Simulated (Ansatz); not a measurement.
**(110) slab of zincblende SiC, 13.9 Å thick as cut, bare faces**

Aim: relax the faces, then place the frontier levels against the vacuum by PBEsol and HSE06.

All numbers are computed with Ansatz 0.2.0 (PAW, plane waves).

**1. The system as built**

20 atoms (10 Si, 10 C); a = 3.081 Å, b = 4.357 Å, c = 26.863 Å, α = 90.00°, β = 90.00°, γ = 90.00°. All atoms were shaken off their sites by about 0.02 Å along each axis.

Plan of the steps: (2) PBEsol relaxation at a 6×4×1 mesh, on 8 threads of Arm Neoverse-V2; (3) HSE06 single point at a 4×3×1 mesh, on 8 threads of Arm Neoverse-V2.

**2. Relaxation of the positions (PBEsol)**

The input, in.yaml:

```yaml
crystal:
  lattice:
    - [2.178427, -2.178427, 0.000000]
    - [0.000000, 0.000000, 4.356853]
    - [-18.995308, -18.995308, 0.000000]
  atoms:
    - { symbol: Si, position: [0.987106, 0.995653, 0.701047] }
    - { symbol: Si, position: [0.997891, 0.999803, 0.470822] }
    - { symbol: Si, position: [0.015932, 0.989460, 0.241750] }
    - { symbol: Si, position: [0.006755, 0.995617, 0.585877] }
    - { symbol: Si, position: [0.996811, 0.001514, 0.357230] }
    - { symbol: Si, position: [0.506528, 0.491805, 0.643389] }
    - { symbol: Si, position: [0.487668, 0.495617, 0.414407] }
    - { symbol: Si, position: [0.492582, 0.501727, 0.758985] }
    - { symbol: Si, position: [0.492416, 0.500959, 0.530132] }
    - { symbol: Si, position: [0.498132, 0.503926, 0.298941] }
    - { symbol: C, position: [0.998866, 0.252315, 0.642490] }
    - { symbol: C, position: [0.005548, 0.251625, 0.414622] }
    - { symbol: C, position: [0.003685, 0.243288, 0.757936] }
    - { symbol: C, position: [0.999312, 0.250912, 0.529124] }
    - { symbol: C, position: [0.007008, 0.246198, 0.298886] }
    - { symbol: C, position: [0.493307, 0.749338, 0.586209] }
    - { symbol: C, position: [0.509443, 0.758702, 0.356478] }
    - { symbol: C, position: [0.490015, 0.749284, 0.700906] }
    - { symbol: C, position: [0.502235, 0.749738, 0.470968] }
    - { symbol: C, position: [0.490493, 0.747458, 0.241824] }
kpoints:
  mp_grid: { grid: [6, 4, 1] }
hamiltonian:
  xc: pbesol
scf:
  occupations: { method: fermi_dirac, width: 0.01 }
relax:
  f_tol: 0.03
  max_steps: 80
  escape_saddle: false
  adjacent_minimum: "off"
output:
  forces: true
  eigenvalues: true
  populations: true
```

On the command line:

```bash
> ansatz run in.yaml --threads 8 --pin off --max-ram 17100MiB --runs-dir r --events-out ev --progress --plain
```

Log:

```text
Pseudopotentials: kind: paw
Functional definition: PBEsol
  exchange = pbesol_x
  correlation = pbesol_c
Crystal: 20 atoms, lattice volume = 360.572 Å³
Basis set: ecut = 420 eV, 7005 PW (Γ), exchange–correlation on 48×60×360 points (8 copies of the dense FFT grid, shifted against one another)
Bands: 60, of which v1, the nominal top of the filled ones, is band 40 counted from 1 (39 counted from 0)
Symmetry: 1 space group operations
Space group: P1 (ITA 1), of the structure as read, at distance tolerance 7.1e-5 Å
k-points: 14 of 24 (time reversal used)
Non-local potential: Si, projectors of the file, l = 0: 2, l = 1: 2, l = 2: 2
Non-local potential: C, projectors of the file, l = 0: 2, l = 1: 2, l = 2: 1
PAW form: soft (Blöchl's): semilocal exchange-correlation on the pseudo side does not see the compensation charge
PAW frozen core: Si, regenerated for the run's functional, and the local potential with it (the file was generated under x = pbe(κ = 0.804, μ = 0.2195149727645171), c = pbe(β = 0.06672455060314922))
PAW frozen core: C, regenerated for the run's functional, and the local potential with it (the file was generated under x = pbe(κ = 0.804, μ = 0.2195149727645171), c = pbe(β = 0.06672455060314922))
PAW one-centre angular grid: Si, 110 points (default); XC on 64 Gauss nodes
PAW one-centre angular grid: C, 110 points (default); XC on 64 Gauss nodes
Initial density: superposition of atomic densities (neutral atoms: chi_scale 0, normalization atom), corrected by the library's trained network
Initial wavefunctions: pseudopotential atomic-orbital guess
Functional: x = pbesol(κ = 0.804, μ = 0.12345679012345678), c = pbesol(β = 0.046)
SCF iter   1: F=—  HF=-8680.306810 eV  |F-HF|=—  |Δ(HF+E_count)|=         —  Δρ=6.91e-3  dr2=4.33e-1  ethr=1.77e-3  ⟨swp⟩=10.1  Hψ=5044  notcnv=0  defer=84
preconditioner: auto → Resta (q_TF=auto, 2.123 Å⁻¹)  ε∞=3.5  [insulator: Δε(μ)=0.217 eV  Ē_g=11.082 eV  σ=0.010 eV  W_gap=1.00  n_scr=54 (ndim 8)  ℏωp=17.5 eV  f_vac=0.354  D(μ)=0.00/eV (n_scr^D=0)  ε∞_Penn≈3.5  vacuum switching on, ρ_ref=8.9e-3 e/Å³]
SCF iter   2: F=—  HF=-8680.224656 eV  |F-HF|=—  |Δ(HF+E_count)|=   8.22e-2  Δρ=2.77e-3  dr2=7.09e-2  ethr=5.42e-4  ⟨swp⟩=3.3  Hψ=1523  notcnv=0  defer=206
preconditioner: auto → LDOS  [metal: Δε(μ)=0.021 eV  Ē_g=11.066 eV  σ=0.010 eV  W_gap=0.44  n_scr=54 (ndim 8)  ℏωp=17.5 eV  f_vac=0.353  D(μ)=4.98/eV (n_scr^D=22)  β→1.0]
SCF iter   3: F=—  HF=-8680.219538 eV  |F-HF|=—  |Δ(HF+E_count)|=   5.12e-3  Δρ=1.08e-3  dr2=5.40e-3  ethr=8.86e-5  ⟨swp⟩=3.1  Hψ=1266  notcnv=0  defer=208
SCF iter   4: F=—  HF=-8680.219510 eV  |F-HF|=—  |Δ(HF+E_count)|=   2.72e-5  Δρ=5.93e-4  dr2=2.17e-3  ethr=6.75e-6  ⟨swp⟩=2.4  Hψ=1442  notcnv=0  defer=208
SCF iter   5: F=—  HF=-8680.219202 eV  |F-HF|=—  |Δ(HF+E_count)|=   3.09e-4  Δρ=2.24e-4  dr2=5.18e-4  ethr=2.71e-6  ⟨swp⟩=2.3  Hψ=1308  notcnv=0  defer=208
SCF iter   6: F=—  HF=-8680.219150 eV  |F-HF|=—  |Δ(HF+E_count)|=   5.22e-5  Δρ=9.14e-5  dr2=8.67e-5  ethr=6.47e-7  ⟨swp⟩=2.5  Hψ=1306  notcnv=0  defer=208
SCF iter   7: F=-8680.219145 eV  HF=-8680.219148 eV  |F-HF|=3.32e-6  |Δ(HF+E_count)|=   1.28e-6  Δρ=3.48e-5  dr2=9.75e-6  ethr=2.81e-8  ⟨swp⟩=26.6  Hψ=6809  notcnv=0
SCF 1 converged in 7 iterations: F = -8680.219145 eV  dr2 = 9.75e-6
relax step   1: F+E_penalty+E_count = -8680.21914502 eV  Δ(F+E_penalty+E_count) = +0.000e0 eV  max|allowed force component| = 3.039e0 eV/Å  Δτ_max = 0.0000 Å  (7 SCF iters, dr2 threshold 2.25e-5 eV, accepted)
Initial density: handed on by an earlier stage of this run
Initial wavefunctions: those handed on with the density
iter 1 solved again at ethr=4.79e-4 eV; its pass at ethr=3.10e-3 eV (dr2=3.83e-1 eV) is discarded
SCF iter   1: F=—  HF=-8681.439039 eV  |F-HF|=—  |Δ(HF+E_count)|=         —  Δρ=9.00e-3  dr2=3.79e-1  ethr=4.79e-4  ⟨swp⟩=2.1  Hψ=3712  notcnv=0  defer=194
preconditioner: auto → Resta (q_TF=auto, 2.123 Å⁻¹)  ε∞=3.4  [insulator: Δε(μ)=0.510 eV  Ē_g=11.251 eV  σ=0.010 eV  W_gap=1.00  n_scr=54 (ndim 8)  ℏωp=17.5 eV  f_vac=0.363  D(μ)=0.00/eV (n_scr^D=0)  ε∞_Penn≈3.4  vacuum switching on, ρ_ref=9.2e-3 e/Å³]
SCF iter   2: F=—  HF=-8681.351216 eV  |F-HF|=—  |Δ(HF+E_count)|=   8.78e-2  Δρ=3.16e-3  dr2=3.33e-2  ethr=4.74e-4  ⟨swp⟩=2.6  Hψ=1167  notcnv=0  defer=194
SCF iter   3: F=—  HF=-8681.346667 eV  |F-HF|=—  |Δ(HF+E_count)|=   4.55e-3  Δρ=1.54e-3  dr2=8.45e-3  ethr=4.16e-5  ⟨swp⟩=3.1  Hψ=1492  notcnv=0  defer=198
SCF iter   4: F=—  HF=-8681.346265 eV  |F-HF|=—  |Δ(HF+E_count)|=   4.02e-4  Δρ=4.97e-4  dr2=2.00e-3  ethr=1.06e-5  ⟨swp⟩=2.9  Hψ=1177  notcnv=0  defer=198
SCF iter   5: F=—  HF=-8681.346175 eV  |F-HF|=—  |Δ(HF+E_count)|=   8.96e-5  Δρ=1.27e-4  dr2=1.37e-4  ethr=2.50e-6  ⟨swp⟩=2.6  Hψ=1164  notcnv=0  defer=198
SCF iter   6: F=-8681.346198 eV  HF=-8681.346204 eV  |F-HF|=6.36e-6  |Δ(HF+E_count)|=   2.94e-5  Δρ=5.11e-5  dr2=2.18e-5  ethr=1.25e-7  ⟨swp⟩=20.6  Hψ=6689  notcnv=0
SCF 2 converged in 6 iterations: F = -8681.346198 eV  dr2 = 2.18e-5
relax step   2: F+E_penalty+E_count = -8681.34619811 eV  Δ(F+E_penalty+E_count) = -1.127e0 eV  max|allowed force component| = 1.814e0 eV/Å  Δτ_max = 0.1973 Å  (6 SCF iters, dr2 threshold 1.00e-4 eV, accepted)
iter 1 solved again at ethr=4.57e-4 eV; its pass at ethr=3.10e-3 eV (dr2=3.65e-1 eV) is discarded
SCF iter   1: F=—  HF=-8681.858147 eV  |F-HF|=—  |Δ(HF+E_count)|=         —  Δρ=8.60e-3  dr2=3.60e-1  ethr=4.57e-4  ⟨swp⟩=2.1  Hψ=3613  notcnv=0  defer=185
preconditioner: auto → Resta (q_TF=auto, 2.123 Å⁻¹)  ε∞=3.4  [insulator: Δε(μ)=0.276 eV  Ē_g=11.388 eV  σ=0.010 eV  W_gap=1.00  n_scr=54 (ndim 8)  ℏωp=17.5 eV  f_vac=0.373  D(μ)=0.00/eV (n_scr^D=0)  ε∞_Penn≈3.4  vacuum switching on, ρ_ref=9.4e-3 e/Å³]
[... from here the SCF cycle lines were not kept, up to the last twenty ...]
SCF iter   4: F=—  HF=-8681.767035 eV  |F-HF|=—  |Δ(HF+E_count)|=   5.42e-4  Δρ=4.22e-4  dr2=6.57e-4  ethr=1.26e-5  ⟨swp⟩=3.0  Hψ=1338  notcnv=0  defer=188
SCF iter   5: F=—  HF=-8681.767230 eV  |F-HF|=—  |Δ(HF+E_count)|=   1.95e-4  Δρ=1.46e-4  dr2=1.89e-4  ethr=8.21e-7  ⟨swp⟩=3.1  Hψ=1368  notcnv=0  defer=188
SCF iter   6: F=-8681.767228 eV  HF=-8681.767233 eV  |F-HF|=5.26e-6  |Δ(HF+E_count)|=   2.75e-6  Δρ=4.68e-5  dr2=1.64e-5  ethr=1.25e-7  ⟨swp⟩=19.6  Hψ=6317  notcnv=0
SCF 3 converged in 6 iterations: F = -8681.767228 eV  dr2 = 1.64e-5
relax step   3: F+E_penalty+E_count = -8681.76722784 eV  Δ(F+E_penalty+E_count) = -4.210e-1 eV  max|allowed force component| = 3.284e-1 eV/Å  Δτ_max = 0.1720 Å  (6 SCF iters, dr2 threshold 1.00e-4 eV, accepted)
SCF iter   1: F=—  HF=-8681.791215 eV  |F-HF|=—  |Δ(HF+E_count)|=         —  Δρ=2.16e-3  dr2=2.60e-2  ethr=2.85e-4  ⟨swp⟩=3.2  Hψ=1765  notcnv=0  defer=188
preconditioner: auto → Resta (q_TF=auto, 2.123 Å⁻¹)  ε∞=3.4  [insulator: Δε(μ)=0.219 eV  Ē_g=11.375 eV  σ=0.010 eV  W_gap=1.00  n_scr=54 (ndim 8)  ℏωp=17.5 eV  f_vac=0.372  D(μ)=0.00/eV (n_scr^D=0)  ε∞_Penn≈3.4  vacuum switching on, ρ_ref=9.4e-3 e/Å³]
SCF iter   2: F=—  HF=-8681.784457 eV  |F-HF|=—  |Δ(HF+E_count)|=   6.76e-3  Δρ=9.95e-4  dr2=3.77e-3  ethr=3.25e-5  ⟨swp⟩=2.8  Hψ=1444  notcnv=0  defer=187
SCF iter   3: F=—  HF=-8681.783346 eV  |F-HF|=—  |Δ(HF+E_count)|=   1.11e-3  Δρ=3.69e-4  dr2=1.14e-3  ethr=4.71e-6  ⟨swp⟩=2.4  Hψ=1243  notcnv=0  defer=187
SCF iter   4: F=—  HF=-8681.783187 eV  |F-HF|=—  |Δ(HF+E_count)|=   1.59e-4  Δρ=1.09e-4  dr2=4.12e-5  ethr=1.43e-6  ⟨swp⟩=2.4  Hψ=1175  notcnv=0  defer=187
SCF iter   5: F=-8681.783184 eV  HF=-8681.783186 eV  |F-HF|=2.12e-6  |Δ(HF+E_count)|=   3.50e-7  Δρ=3.52e-5  dr2=6.13e-6  ethr=8.42e-9  ⟨swp⟩=20.7  Hψ=6245  notcnv=0
SCF 4 converged in 5 iterations: F = -8681.783184 eV  dr2 = 6.13e-6
relax step   4: F+E_penalty+E_count = -8681.78318415 eV  Δ(F+E_penalty+E_count) = -1.596e-2 eV  max|allowed force component| = 5.700e-2 eV/Å  Δτ_max = 0.0322 Å  (5 SCF iters, dr2 threshold 6.74e-6 eV, accepted)
SCF iter   1: F=—  HF=-8681.783997 eV  |F-HF|=—  |Δ(HF+E_count)|=         —  Δρ=3.04e-4  dr2=7.47e-4  ethr=6.98e-6  ⟨swp⟩=3.0  Hψ=1848  notcnv=0  defer=187
preconditioner: auto → Resta (q_TF=auto, 2.123 Å⁻¹)  ε∞=3.4  [insulator: Δε(μ)=0.288 eV  Ē_g=11.361 eV  σ=0.010 eV  W_gap=1.00  n_scr=54 (ndim 8)  ℏωp=17.5 eV  f_vac=0.372  D(μ)=0.00/eV (n_scr^D=0)  ε∞_Penn≈3.4  vacuum switching on, ρ_ref=9.4e-3 e/Å³]
SCF iter   2: F=—  HF=-8681.783846 eV  |F-HF|=—  |Δ(HF+E_count)|=   1.51e-4  Δρ=1.45e-4  dr2=9.14e-5  ethr=9.34e-7  ⟨swp⟩=2.6  Hψ=1353  notcnv=0  defer=187
SCF iter   3: F=—  HF=-8681.783732 eV  |F-HF|=—  |Δ(HF+E_count)|=   1.13e-4  Δρ=6.72e-5  dr2=1.67e-5  ethr=1.14e-7  ⟨swp⟩=2.7  Hψ=1143  notcnv=0  defer=187
SCF iter   4: F=—  HF=-8681.783729 eV  |F-HF|=—  |Δ(HF+E_count)|=   3.20e-6  Δρ=1.80e-5  dr2=2.05e-6  ethr=2.09e-8  ⟨swp⟩=2.7  Hψ=1345  notcnv=0  defer=187
SCF iter   5: F=—  HF=-8681.783729 eV  |F-HF|=—  |Δ(HF+E_count)|=   2.53e-7  Δρ=5.36e-6  dr2=1.27e-7  ethr=2.56e-9  ⟨swp⟩=2.5  Hψ=1124  notcnv=0  defer=187
SCF iter   6: F=-8681.783729 eV  HF=-8681.783729 eV  |F-HF|=2.41e-9  |Δ(HF+E_count)|=   3.04e-8  Δρ=1.86e-6  dr2=2.21e-8  ethr=1.25e-10  ⟨swp⟩=15.0  Hψ=4902  notcnv=0
SCF 5 converged in 6 iterations: F = -8681.783729 eV  dr2 = 2.21e-8
relax step   5: F+E_penalty+E_count = -8681.78372899 eV  Δ(F+E_penalty+E_count) = -5.448e-4 eV  max|allowed force component| = 6.170e-3 eV/Å  Δτ_max = 0.0033 Å  (6 SCF iters, accepted)
SCF converged after 6 iterations
Free energy (F): -8681.783729 eV
Harris-Foulkes:  -8681.783729 eV  (|F-HF|=2.41e-9)
Internal energy: -8681.783729 eV  (E = F + TS)
E sigma→0 (E₀):  -8681.783729 eV
Entropy (-TS):   -0.000000 eV (-0.000 meV/atom)
Fermi energy:    3.440887 eV
--- Per-component energies (eV) ---
  E_band       = -236.613810
  E_kinetic    = 1345.801330
  E_local      = -36848.164158  (includes V_loc(G=0)·N_el)
  E_nonlocal   = 521.580208
  E_hartree    = 17961.332379
  E_xc         = -1042.416239
  E_vxc        = -1086.232493  (∫ρ·V_xc dr)
  E_paw        = -5942.744359  (= ΣΔE_a)
  E_vpaw       = -92.253223  (= ΣTr[D̂ρ^β])
  E_aug_tail   = 0.000130  (compensation charges beyond the density's cutoff)
  E_ewald      = 15322.300370
  E_core_change = 0.526612  (= ΣΔE_core)
  E_smearing   = -0.000000  (= −TS)
  E_closure    = 0.000000  (closes the sum)
  Σ components = -8681.783729   (vs F -8681.783729, Δ=0.00e0)
--- Forces (eV/Å), atoms counted from 1 ---
  atom   1  Si    -0.00292069    -0.00290349    -0.00464763
  atom   2  Si    -0.00253526    -0.00234133     0.00363626
  atom   3  Si     0.00322441     0.00315815    -0.00410621
  atom   4  Si    -0.00334780    -0.00350050    -0.00103401
  atom   5  Si    -0.00280627    -0.00258238     0.00330182
  atom   6  Si    -0.00009592    -0.00010497     0.00110688
  atom   7  Si    -0.00154748    -0.00136724    -0.00032901
  atom   8  Si    -0.00423645    -0.00414353    -0.00617150
  atom   9  Si    -0.00312784    -0.00301201     0.00339771
  atom  10  Si    -0.00090860     0.00004299    -0.00254864
  atom  11  C      0.00378241     0.00395558    -0.00019218
  atom  12  C      0.00288011     0.00263696    -0.00160725
  atom  13  C      0.00212481     0.00240244    -0.00166706
  atom  14  C      0.00300796     0.00324733     0.00075494
  atom  15  C     -0.00069940    -0.00091909     0.00405288
  atom  16  C      0.00236644     0.00241346    -0.00120840
  atom  17  C      0.00105468     0.00027357     0.00084581
  atom  18  C      0.00300530     0.00253793     0.00573911
  atom  19  C      0.00262381     0.00234217     0.00084988
  atom  20  C     -0.00185839    -0.00215046    -0.00020147
  max |Σ_I F_I| component: 2.81e-5 eV/Å
--- Band table (eV; the first three rows and the last of 14) ---
  k-point 0: bands = ["-12.5512", "-12.2581", "-11.7434", "-10.9723", "-9.9610", "-8.8809", "-8.0313", "-7.5782", "-7.5346", "-7.4785", "-4.9778", "-4.7504", "-4.4129", "-3.9923", "-3.2959", "-2.6535", "-2.6168", "-2.1845", "-1.6792", "-1.6554", "-0.8469", "-0.5791", "-0.3842", "-0.3539", "-0.2202", "0.1018", "0.1510", "0.5981", "0.7982", "1.1100", "1.1979", "1.7399", "2.0577", "2.1371", "2.1393", "2.4579", "2.6693", "2.7572", "2.8868", "2.9831", "4.4166", "4.9998", "5.7137", "6.2803", "6.3457", "6.6439", "7.4785", "7.7850", "8.2816", "8.8901", "8.9146", "9.1378", "9.3283", "9.5589", "9.7871", "9.8009", "10.0147", "10.1010", "10.1549", "10.3101"]
  k-point 1: bands = ["-12.1448", "-11.8577", "-11.3562", "-10.6140", "-9.6760", "-9.1031", "-8.8860", "-8.8009", "-8.6103", "-8.4550", "-4.9708", "-4.8523", "-4.1770", "-3.8273", "-3.3376", "-3.2240", "-2.3662", "-1.3255", "-1.0396", "-0.7771", "-0.4622", "-0.3117", "-0.0616", "0.0823", "0.2563", "0.3728", "0.4898", "0.8133", "1.2014", "1.2574", "1.3085", "1.6781", "1.8970", "1.9087", "2.0615", "2.1061", "2.1131", "2.1410", "2.8740", "2.8806", "5.0313", "5.5107", "6.0675", "6.2244", "6.4325", "7.1926", "7.9446", "8.1733", "8.6467", "8.7797", "8.8043", "9.0157", "9.1728", "9.2778", "9.4761", "9.6653", "9.9590", "10.2190", "10.3277", "10.4313"]
  k-point 2: bands = ["-10.9652", "-10.9644", "-10.6906", "-10.6902", "-10.2204", "-10.2199", "-9.6074", "-9.6067", "-9.0348", "-9.0322", "-5.3498", "-5.3494", "-4.2741", "-4.2741", "-2.9668", "-2.9667", "-1.6300", "-1.6299", "-0.6299", "-0.6280", "0.7666", "0.7696", "0.9054", "0.9058", "0.9204", "0.9218", "1.0783", "1.0795", "1.1452", "1.1461", "1.3114", "1.3119", "1.4263", "1.4270", "1.5844", "1.5850", "1.6527", "1.6540", "2.8109", "2.8147", "5.5851", "5.5885", "7.0332", "7.0351", "7.5343", "7.5348", "8.0799", "8.0810", "8.2726", "8.2755", "8.9436", "8.9466", "9.3989", "9.3996", "9.7885", "9.7903", "10.0086", "10.0112", "10.1383", "10.1390"]
  k-point 13: bands = ["-8.9609", "-8.9602", "-8.6936", "-8.6935", "-8.2890", "-8.2889", "-7.7713", "-7.7708", "-7.2235", "-7.2203", "-5.8294", "-5.8272", "-5.5300", "-5.5294", "-5.0494", "-5.0489", "-4.4784", "-4.4776", "-4.1558", "-4.1541", "-2.1811", "-2.1807", "-1.8287", "-1.8285", "-1.1849", "-1.1846", "-0.7859", "-0.7858", "-0.1063", "-0.1058", "0.3147", "0.3149", "0.9624", "0.9632", "1.1957", "1.1961", "1.5865", "1.5879", "3.2892", "3.2930", "4.9917", "4.9957", "7.6661", "7.6687", "7.9340", "7.9347", "8.2571", "8.2593", "8.7284", "8.7302", "9.4365", "9.4381", "9.5928", "9.5929", "9.8560", "9.8585", "10.1605", "10.1606", "10.3286", "10.3292"]
--- Relaxed structure (5 steps of the walk, 5 accepted, 0 SCFs on fresh bases) ---
  F+E_penalty+E_count = -8681.78372899 eV   max|allowed force component| = 6.170e-3 eV/Å
  atoms:
    - { symbol: Si, position: [0.9990949028199809, 1.0038014034496086, 0.7027892388920463] }
    - { symbol: Si, position: [0.9990847235123228, 1.002057046962497, 0.4714401568140018] }
    - { symbol: Si, position: [-0.0009310390802197421, 0.9541123335237194, 0.2513458965510827] }
    - { symbol: Si, position: [-0.0009070522272462966, 1.0031959811816602, 0.5862457557214167] }
    - { symbol: Si, position: [0.9990702387975687, 0.0004355099209137524, 0.35716514890654] }
    - { symbol: Si, position: [0.4990967977393348, 0.5006686843445005, 0.6430377834731307] }
    - { symbol: Si, position: [0.4990763349675471, 0.5030520374232115, 0.4139559687413469] }
    - { symbol: Si, position: [0.49910802914117136, 0.45443382391715054, 0.7488533166420189] }
    - { symbol: Si, position: [0.4990951471046352, 0.5021053826402786, 0.5287614258342561] }
    - { symbol: Si, position: [0.4990870460572039, 0.5035041690818187, 0.29740681385024786] }
    - { symbol: C, position: [0.9990980033723118, 0.25043646628528204, 0.6436322846902999] }
    - { symbol: C, position: [-0.0009261243772555883, 0.2529909881516143, 0.41407378728081] }
    - { symbol: C, position: [-0.0008912513195560301, 0.25898470876377105, 0.7579811455728107] }
    - { symbol: C, position: [0.99909603098288, 0.2522877296642036, 0.5287138962234551] }
    - { symbol: C, position: [-0.0009195312335130712, 0.2591793939069279, 0.2989097752067691] }
    - { symbol: C, position: [0.49909431390878334, 0.7531283999476895, 0.5861341562409922] }
    - { symbol: C, position: [0.49906411502499615, 0.7502038623179599, 0.35657394424767863] }
    - { symbol: C, position: [0.499091880637323, 0.759461633962599, 0.7012926901591218] }
    - { symbol: C, position: [0.49908175508447084, 0.7522401973032402, 0.4714941106591919] }
    - { symbol: C, position: [0.49906867908726205, 0.7586592472513561, 0.24221570429278205] }
--- Löwdin populations: 20 sites ---
  site symbol       q [e]
     0     Si      2.9393
     1     Si      2.9621
     2     Si      2.8554
     3     Si      2.9626
     4     Si      2.9803
     5     Si      2.9802
     6     Si      2.9626
     7     Si      2.8554
     8     Si      2.9621
     9     Si      2.9393
    10      C      4.9690
    11      C      4.9536
    12      C      4.9847
    13      C      4.9607
    14      C      4.9710
    15      C      4.9536
    16      C      4.9690
    17      C      4.9710
    18      C      4.9607
    19      C      4.9847
  spilling = 0.011531 (of n_electrons = 80.000000)
```

It took 25 s on 8 threads of Arm Neoverse-V2, shared host; peak memory 1.2 GiB.

Step by step:

```csv
accepted step,energy change (eV),largest force component (eV/Å),SCF cycles
1,0.000,3.039,7
2,-1.127,1.814,6
3,-1.548,0.328,6
4,-1.564,0.057,5
5,-1.565,0.006,6
```

Largest shifts, less the median shift:

```csv
atom,shift (Å),dx,dy,dz
Si8,0.350,0.212,0.176,-0.216
Si3,0.308,-0.214,-0.148,-0.164
Si1,0.067,-0.002,-0.062,0.025
C13,0.059,-0.005,0.007,0.058
C17,0.054,-0.019,0.018,-0.047
C20,0.051,0.017,-0.029,0.038
C15,0.050,-0.012,0.014,0.046
C18,0.048,0.018,-0.030,0.034
```

Bond lengths by pair after relaxation (within a distance cut, which drops stretched bonds):

```csv
pair,count,mean (Å),spread (Å),least,most
C–Si,38,1.873,0.038,1.777,1.929
```

At a 6×4×1 mesh the filled levels end at 3.293 eV and the empty ones begin at 3.589 eV, a spacing of 0.30 eV.

The top filled level lies 5.57 eV and the lowest empty level 5.27 eV below the vacuum level.

[end of part 1 of 2]
